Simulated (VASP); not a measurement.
Here is a VASP 6.6.1 calculation.

The input POSCAR:

```
SnTe
1.0
    0.0000000000      3.2064870538      3.2064870538
    3.2064870538      0.0000000000      3.2064870538
    3.2064870538      3.2064870538      0.0000000000
Sn Te
1 1
Direct
    0.0000000000      0.0000000000      0.0000000000
    0.5000000000      0.5000000000      0.5000000000
```

Contents of INCAR.step1:

```
SYSTEM = SnTe
PREC = Accurate ; ENCUT = 520
ISMEAR = 0 ; SIGMA = 0.01
LREAL = .FALSE. ; LASPH = .TRUE.
NELM = 80 ; NBANDS = 17
GGA = PE ; ALGO = Normal
EDIFF = 1E-4 ; LWAVE = .TRUE.
LCHARG = .FALSE.
```

The input INCAR.step2:

```
SYSTEM = SnTe
PREC = Accurate ; ENCUT = 520
EDIFF = 1E-6 ; ISMEAR = 0
SIGMA = 0.01 ; LREAL = .FALSE.
LASPH = .TRUE. ; NELM = 80
ALGO = Normal ; ISIF = 2
LWAVE = .FALSE. ; LCHARG = .FALSE.
METAGGA = R2SCAN ; LMIXTAU = .TRUE.
NBANDS = 17 ; ISTART = 1
```

KPOINTS

```
regular mesh
0
G
  10 10 10
  0 0 0
```

Potentials or basis: VASP PAW PBE potentials, release 64 (Sn_d, Te).

Run with:

```console
$ cat potpaw_PBE.64/Sn_d/POTCAR potpaw_PBE.64/Te/POTCAR > POTCAR
$ cp INCAR.step1 INCAR
$ mpirun -np 1 vasp_std > vasp.out
$ cp INCAR.step2 INCAR
$ mpirun -np 1 vasp_std > vasp.out
```

(1) Estimate the band gap on the k mesh.

(2) What does it give for the pressure?

## Answers

(1) 0.19 eV.

(2) -0.8 GPa.

Caveat: the PAW data sets were made with another functional, which shifts forces and pressure a little; spin-orbit coupling is left out, which moves the levels of the heavy elements.

**The experiment to reproduce.**

From a printed reference work, textbook, for a bulk crystal of SnTe at 300 K: band gap 0.18 eV (direct).

Against the measured gap of SnTe, 0.18 eV (direct; 300 K; a printed reference work, textbook), the calculated 0.19 eV is off by +0.01 eV. Spin-orbit coupling on Sn, Te is left out. The value is that of r2SCAN on a finite k mesh, which can miss the band edges, without temperature or zero-point motion.
